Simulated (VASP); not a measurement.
# C (Fd-3m) in VASP: Born charges and dielectric tensor with PBE

Aim: the Born charges and dielectric tensor of C with PBE.

Everything below comes from runs of VASP 6.6.1. Logs are shortened: lines on timing, memory, paths and dates and some standing lists are left out, and cuts for length are marked.

## Step 1: The structure

Symmetry: Fd-3m, No. 227, cubic system. Conventional cell: a = 3.572 Å, b = 3.572 Å, c = 3.572 Å, α = 90.00°, β = 90.00°, γ = 90.00°. C (site symmetry -43m) is surrounded by 4 C at 1.55 Å.

This isn't the form of C at room conditions, which is graphite.

## Step 2: Born charges and dielectric tensor, PBE

INCAR reads:

```
SYSTEM = C
ALGO     = Normal         ! electronic algorithm
EDIFF    = 1E-8           ! SCF threshold, eV
ENCUT    = 600            ! plane-wave cutoff, eV
GGA      = PE             ! functional
IBRION   = 8              ! ionic algorithm
ISIF     = 2              ! what is computed and relaxed
ISMEAR   = 0              ! smearing method
LASPH    = .TRUE.         ! aspherical terms in the spheres
LCHARG   = .FALSE.        ! write CHGCAR
LEPSILON = .TRUE.         ! dielectric tensor by DFPT
LREAL    = .FALSE.        ! projectors in reciprocal space
LWAVE    = .FALSE.        ! write WAVECAR
NELM     = 80             ! most SCF steps
NSW      = 1              ! ionic steps
PREC     = Accurate       ! precision mode
SIGMA    = 0.02           ! smearing width, eV
```

KPOINTS reads:

```
k-points
0
G
  12 12 12
  0 0 0
```

POSCAR reads:

```
C
1.0
    0.0000000000      1.7857900000      1.7857900000
    1.7857900000      0.0000000000      1.7857900000
    1.7857900000      1.7857900000      0.0000000000
C
2
Direct
    0.5000000000      0.5000000000      0.5000000000
    0.7500000000      0.7500000000      0.7500000000
```

Potentials or basis: VASP PAW PBE potentials, release 64 (C).

Started as:

```console
$ cat potpaw_PBE.64/C/POTCAR > POTCAR
$ mpirun -np 1 vasp_std > vasp.out
```

OUTCAR:

```text
SYSTEM = C
   EDIFF = 1E-8
   ENCUT = 600
   GGA = PE
   IBRION = 8
   ISIF = 2
   ISMEAR = 0
   LASPH = .TRUE.
   LEPSILON = .TRUE.
   LREAL = .FALSE.
   NELM = 80
   NSW = 1
   PREC = Accurate

 ion  position               nearest neighbor table
   1  0.500  0.500  0.500-   2 1.55   2 1.55   2 1.55   2 1.55
   2  0.750  0.750  0.750-   1 1.55   1 1.55   1 1.55   1 1.55

  LATTYP: Found a face centered cubic cell.
 ALAT       =     3.5715800000

  Lattice vectors:

 A1 = (   0.0000000000,   1.7857900000,   1.7857900000)
 A2 = (   1.7857900000,   0.0000000000,   1.7857900000)
 A3 = (   1.7857900000,   1.7857900000,   0.0000000000)

Analysis of symmetry for initial positions (statically):
=====================================================================
 Subroutine PRICEL returns:
 Original cell was already a primitive cell.

 Routine SETGRP: Setting up the symmetry group for a
 face centered cubic supercell.

 Subroutine GETGRP returns: Found 48 space group operations
 (whereof 24 operations were pure point group operations)
 out of a pool of 48 trial point group operations.

The static configuration has the point symmetry T_d .
 The point group associated with its full space group is O_h .

Analysis of symmetry for dynamics (positions and initial velocities):
=====================================================================
 Subroutine PRICEL returns:
 Original cell was already a primitive cell.

 Routine SETGRP: Setting up the symmetry group for a
 face centered cubic supercell.

 Subroutine GETGRP returns: Found 48 space group operations
 (whereof 24 operations were pure point group operations)
 out of a pool of 48 trial point group operations.

The dynamic configuration has the point symmetry T_d .
 The point group associated with its full space group is O_h .

 Subroutine INISYM returns: Found 48 space group operations
 (whereof 24 operations are pure point group operations),
 and found     1 'primitive' translations

----------------------------------------------------------------------------------------

                                     Primitive cell

  volume of cell :      11.3899

  direct lattice vectors                    reciprocal lattice vectors
     0.000000000  1.785790000  1.785790000    -0.279988129  0.279988129  0.279988129
     1.785790000  0.000000000  1.785790000     0.279988129 -0.279988129  0.279988129
     1.785790000  1.785790000  0.000000000     0.279988129  0.279988129 -0.279988129

  length of vectors
     2.525488438  2.525488438  2.525488438     0.484953664  0.484953664  0.484953664

  position of ions in fractional coordinates (direct lattice)
     0.500000000  0.500000000  0.500000000
     0.750000000  0.750000000  0.750000000

  ion indices of the primitive-cell ions
   primitive index   ion index
                 1           1
                 2           2

----------------------------------------------------------------------------------------

 KPOINTS: k-points

Automatic generation of k-mesh.
 Grid dimensions read from file:
 generate k-points for:   12   12   12

 Generating k-lattice:

  Cartesian coordinates                     Fractional coordinates (reciprocal lattice)
    -0.023332344  0.023332344  0.023332344     0.083333333  0.000000000  0.000000000
     0.023332344 -0.023332344  0.023332344     0.000000000  0.083333333  0.000000000
     0.023332344  0.023332344 -0.023332344     0.000000000  0.000000000  0.083333333

  Length of vectors
     0.040412805  0.040412805  0.040412805

  Shift w.r.t. Gamma in fractional coordinates (k-lattice)
     0.000000000  0.000000000  0.000000000

 Subroutine IBZKPT returns following result:
 ===========================================

 Found     72 irreducible k-points:
[... 375 lines left out ...]
     1.785790000  0.000000000  1.785790000     0.279988129 -0.279988129  0.279988129
     1.785790000  1.785790000  0.000000000     0.279988129  0.279988129 -0.279988129

 POSITION                                       TOTAL-FORCE (eV/Angst)
 -----------------------------------------------------------------------------------
      1.78579      1.78579      1.78579         0.000000      0.000000      0.000000
      2.67868      2.67868      2.67868        -0.000000     -0.000000     -0.000000
 -----------------------------------------------------------------------------------
    total drift:                                0.000000     -0.000000      0.000000

  FREE ENERGIE OF THE ION-ELECTRON SYSTEM (eV)
  ---------------------------------------------------
  free  energy   TOTEN  =       -18.1904924480 eV

  energy  without entropy=      -18.1904924480  energy(sigma->0) =      -18.19049245

 HEAD OF MICROSCOPIC STATIC DIELECTRIC TENSOR (INDEPENDENT PARTICLE, excluding Hartree and local field effects)
 ------------------------------------------------------
           5.963342     0.000000     0.000000
          -0.000000     5.963342     0.000000
           0.000000    -0.000000     5.963342
 ------------------------------------------------------

 Free energy of the ion-electron system (eV)
  ---------------------------------------------------
  ---------------------------------------------------
  free energy    TOTEN  =        -0.16464499 eV

  energy without entropy =       -0.16464499

------------------------ aborting loop because EDIFF is reached ----------------------------------------

--------------------------------------- Ionic step        2  -------------------------------------------

------------------------ aborting loop because EDIFF is reached ----------------------------------------

--------------------------------------- Ionic step        3  -------------------------------------------

------------------------ aborting loop because EDIFF is reached ----------------------------------------

 PIEZOELECTRIC TENSOR FIELD DIRECTION 3  (e Angst)
 -----------------------------------------------------------------------------
    -0.00010  0.00000  0.00000           ( -0.00000  0.00000  0.00000)
     0.00000 -0.00010  0.00000           (  0.00000 -0.00000  0.00000)
     0.00000  0.00000 -0.00026           (  0.00000  0.00000 -0.00001)

 PIEZOELECTRIC TENSOR FIELD DIRECTION 3  (C/m^2)
 -----------------------------------------------------------------------------
    -0.00014  0.00000  0.00000
     0.00000 -0.00014  0.00000
     0.00000  0.00000 -0.00037

--------------------------------------- Ionic step        4  -------------------------------------------

 Free energy of the ion-electron system (eV)
  ---------------------------------------------------
  ---------------------------------------------------
  free energy    TOTEN  =        -0.11185397 eV

  energy without entropy =       -0.11185397

------------------------ aborting loop because EDIFF is reached ----------------------------------------

 INTERNAL STRAIN TENSOR  FOR ION    1  DIRECTION 1   (eV/Angst):
 -----------------------------------------------------------------------------
     0.00529  0.00000  0.00000
     0.00000 -0.00215  2.77560
     0.00000  2.77560 -0.00215

 MACROSCOPIC STATIC DIELECTRIC TENSOR (including local field effects in DFT)
 ------------------------------------------------------
           5.856061     0.000000     0.000000
          -0.000000     5.856061     0.000000
          -0.000000     0.000000     5.856061
 ------------------------------------------------------

 PIEZOELECTRIC TENSOR (including local field effects)  for field in x, y, z        (e  Angst)
          XX          YY          ZZ          XY          YZ          ZX
  --------------------------------------------------------------------------------
  x     0.00000     0.00000     0.00000     0.00000     0.00000     0.00000
  y    -0.00000    -0.00000    -0.00000     0.00000    -0.00000    -0.00000
  z    -0.00000    -0.00000     0.00000     0.00000     0.00000     0.00000

 PIEZOELECTRIC TENSOR (including local field effects)  for field in x, y, z        (C/m^2)
          XX          YY          ZZ          XY          YZ          ZX
  --------------------------------------------------------------------------------
  x     0.00000     0.00000     0.00000     0.00000     0.00000     0.00000
  y    -0.00000    -0.00000    -0.00000     0.00000    -0.00000    -0.00000
  z    -0.00000    -0.00000     0.00000     0.00000     0.00000     0.00000

 BORN EFFECTIVE CHARGES (including local field effects) (in |e|, cummulative output)
 ---------------------------------------------------------------------------------
 ion    1
    1    -0.00000     0.00000     0.00000
    2     0.00000    -0.00000     0.00000
    3     0.00000     0.00000    -0.00000
 ion    2
    1     0.00000     0.00000     0.00000
    2     0.00000     0.00000     0.00000
    3     0.00000     0.00000     0.00000

 INTERNAL STRAIN TENSOR FOR ION    2 for displacements in x,y,z  (eV/Angst):
          X           Y           Z          XY          YZ          ZX
  --------------------------------------------------------------------------------
  x     0.00000     0.00000     0.00000     0.00000    -2.77560     0.00000
  y     0.00000    -0.00000     0.00000     0.00000     0.00000    -2.77560
  z     0.00000     0.00000     0.00000    -2.77560     0.00000     0.00000

 SECOND DERIVATIVES (NOT SYMMETRIZED)
 ------------------------------------
               1X          1Y          1Z          2X          2Y          2Z
  1X   -36.956473    0.000000    0.000000   36.956473    0.000000    0.000000
  1Y     0.000000  -36.956473    0.000000    0.000000   36.956473    0.000000
  1Z     0.000000    0.000000  -36.956473    0.000000    0.000000   36.956473
  2X    36.956473    0.000000    0.000000  -36.956473    0.000000    0.000000
  2Y     0.000000   36.956473    0.000000    0.000000  -36.956473    0.000000
  2Z     0.000000    0.000000   36.956473    0.000000    0.000000  -36.956473

 Eigenvectors and eigenvalues of the dynamical matrix
 ----------------------------------------------------

   1 f  =   38.781214 THz   243.669555 2PiTHz 1293.602060 cm-1   160.386142 meV
             X         Y         Z           dx          dy          dz
      1.785790  1.785790  1.785790     0.000000   -0.707107    0.000000
      2.678685  2.678685  2.678685     0.000000    0.707107    0.000000
[... 21 lines left out ...]
   6 f  =    0.000000 THz     0.000000 2PiTHz    0.000000 cm-1     0.000000 meV
             X         Y         Z           dx          dy          dz
      1.785790  1.785790  1.785790     0.000000    0.000000    0.707107
      2.678685  2.678685  2.678685     0.000000    0.000000    0.707107

--------------------------------------------------------------------------------------------------------

 MACROSCOPIC STATIC DIELECTRIC TENSOR IONIC CONTRIBUTION
 ------------------------------------------------------
           0.000000     0.000000     0.000000
           0.000000     0.000000     0.000000
           0.000000     0.000000     0.000000
 ------------------------------------------------------

 ELASTIC MODULI CONTR FROM IONIC RELAXATION (kBar)
 Direction    XX          YY          ZZ          XY          YZ          ZX
 --------------------------------------------------------------------------------
 XX          -0.0000     -0.0000     -0.0000      0.0000      0.0000      0.0000
 YY          -0.0000     -0.0000     -0.0000      0.0000      0.0000     -0.0000
 ZZ          -0.0000     -0.0000     -0.0000      0.0000      0.0000      0.0000
 XY           0.0000      0.0000      0.0000    -29.3233      0.0000      0.0000
 YZ           0.0000      0.0000      0.0000      0.0000    -29.3233      0.0000
 ZX           0.0000     -0.0000      0.0000      0.0000      0.0000    -29.3233
 --------------------------------------------------------------------------------

 PIEZOELECTRIC TENSOR IONIC CONTR  for field in x, y, z        (C/m^2)
          XX          YY          ZZ          XY          YZ          ZX
  --------------------------------------------------------------------------------
  x     0.00000     0.00000     0.00000     0.00000    -0.00000     0.00000
  y     0.00000    -0.00000     0.00000     0.00000     0.00000    -0.00000
  z     0.00000     0.00000     0.00000    -0.00000     0.00000     0.00000
```

Wall time 2.5 min (1 thread of Intel Xeon Platinum 8259CL at 2.50GHz (Skylake/Cascade Lake), shared host); peak memory 0.21 GiB.

Results:

```yaml
Band_gap_on_the_k_mesh: 4.14 eV, indirect (least direct gap 5.58 eV)
Electronic_dielectric_tensor_diagonal: 5.86
Born_charges_mean_of_the_diagonal: C +0.00 e
Highest_phonon_frequency_at_Γ: 1294 cm⁻¹
```

Levels at points of the mesh, in eV from the valence-band top:
```
           k point  band 1  band 2  band 3  band 4  band 5  band 6  band 7  band 8
(0.00, 0.00, 0.00)  -21.42    0.00    0.00    0.00    5.58    5.58    5.58   13.24
(0.50, 0.00, 0.00)  -15.67  -13.33   -2.79   -2.79    8.44    8.44    8.79   15.66
(0.50, 0.50, 0.00)  -12.74  -12.74   -6.27   -6.27    4.75    4.75   16.74   16.74
```

Phonon frequencies in cm⁻¹ (negative: imaginary):
```tsv
q point	frequencies
(0.000, 0.000, 0.000)	0 0 0 1294 1294 1294
```

Electronic dielectric tensor:
```
5.86 0.00 0.00
0.00 5.86 0.00
0.00 0.00 5.86
```

Born effective charge tensors (e):
atom 1, C
```
0.00 0.00 0.00
0.00 0.00 0.00
0.00 0.00 0.00
```
atom 2, C
```
0.00 0.00 0.00
0.00 0.00 0.00
0.00 0.00 0.00
```

A k mesh can miss the band edges. Expect the measured gap to be larger: semilocal functionals such as PBE lack the derivative discontinuity.
